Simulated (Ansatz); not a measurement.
**SnO2, one cell by several methods**

```
CELL_PARAMETERS angstrom
4.83210 0.00000 0.00000
0.00000 4.83210 0.00000
0.00000 0.00000 3.18640
ATOMIC_POSITIONS crystal
Sn 0.00000 0.00000 0.00000
Sn 0.50000 0.50000 0.50000
O 0.30562 0.30562 0.00000
O 0.19438 0.80562 0.50000
O 0.69438 0.69438 0.00000
O 0.80562 0.19438 0.50000
```

Atom numbers follow the list: Sn1, Sn2, O3, O4, O5, O6.

Conventional cell: a = 4.832 Å, b = 4.832 Å, c = 3.186 Å, α = 90.00°, β = 90.00°, γ = 90.00°. Sn (atom 1) is surrounded by 6 O at 2.07 to 2.09 Å. Around O (atom 3) lie 3 Sn at 2.07 to 2.09 Å.

The cell comes from COD entry 2101853, which wasn't checked; take it as a given geometry. The listed cell was then made from it by scaling, straining or moving an atom.

Spin–orbit coupling is left out, though it moves levels of the heavy atoms by tenths of an eV or more.

Methods: DFT, PBE, PAW with Ansatz's default frozen-core files, scalar-relativistic (Ansatz 0.2.0); DFT, PBE, all-electron PAW with datasets made for the crystal, scalar-relativistic (Ansatz 0.2.0); DFT, PBE, all-electron LAPW, scalar-relativistic (Ansatz 0.2.0).

For PAW: a Γ-centred 4×4×6 k mesh, Fermi–Dirac smearing of 0.03 eV, cutoff 420 eV, no spin polarisation. The crystal-made all-electron datasets (AE datasets) take a cutoff of 440 eV at this cell. LAPW targets a basis error of 1 meV/atom. The Ansatz runs share mesh, smearing and spin set-up. Plane-wave (PAW) pressures include the program's estimate of the Pulay term.

Stress and pressure are positive in compression.

The change that made this cell: equal xx and yy strain of +2 %.

No spin–orbit coupling: at heavy atoms the gradients can be off by tens of per cent for that reason.

```tsv
quantity	PAW	AE datasets	LAPW
pressure (GPa)	3.12	3.09	3.09
stress xx (GPa)	1.71	1.69	1.69
stress zz (GPa)	5.94	5.89	5.89
force on O3, y (eV/Å)	0.030	0.032	0.032
band gap (eV)	0.873	0.876	0.876
field gradient Vzz at Sn1 (10²¹ V/m²)	?	?	–
field gradient Vzz at O3 (10²¹ V/m²)	?	-10.96	–
```

(1) Fill in "PAW" for the row "field gradient Vzz at O3 (10²¹ V/m²)".

(2) Give the missing entry: row "field gradient Vzz at Sn1 (10²¹ V/m²)", column "AE datasets".

(3) What belongs in the row "field gradient Vzz at Sn1 (10²¹ V/m²)", column "PAW"?

## Answers

(1) -11.11.

(2) -5.46.

(3) -5.29.
